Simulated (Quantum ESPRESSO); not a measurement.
ZrB2: zone-centre phonons under several settings

```
Zr B
1.0
     3.17000    0.00000    0.00000
    -1.58500    2.74530    0.00000
     0.00000    0.00000    3.53300
Zr B
1 2
Cartesian
  0.0000 0.0000 0.0000
  1.5850 0.9151 1.7665
  0.0000 1.8302 1.7665
```

All runs used Quantum ESPRESSO 7.5; k mesh 10 × 10 × 8; relaxed cell; no spin polarisation.

| level | potentials | cutoff (eV) | occupations | volume (Å³/atom) | lowest optical mode without the field (cm⁻¹) | highest optical mode without the field (cm⁻¹) |
| --- | --- | --- | --- | --- | --- | --- |
| PBEsol | GBRV 1.5 PBEsol | 612 | gaussian, width 0.272 eV | ? | ? | ? |
| PBE | JTH 2.0 PBE | 490 | methfessel-paxton, width 0.272 eV | 10.28 | 449 | 771 |

Q: What stands in the row left open?

A: Volume 10.08 Å³/atom; lowest optical mode without the field 461 cm⁻¹; highest optical mode without the field 789 cm⁻¹.

Caveats: the mesh is thin for the phonons of a metal; the cutoff is low for these files, which shifts pressure and relaxed volume (some runs).

For the row left open. Caveat: the mesh is thin for the phonons of a metal.
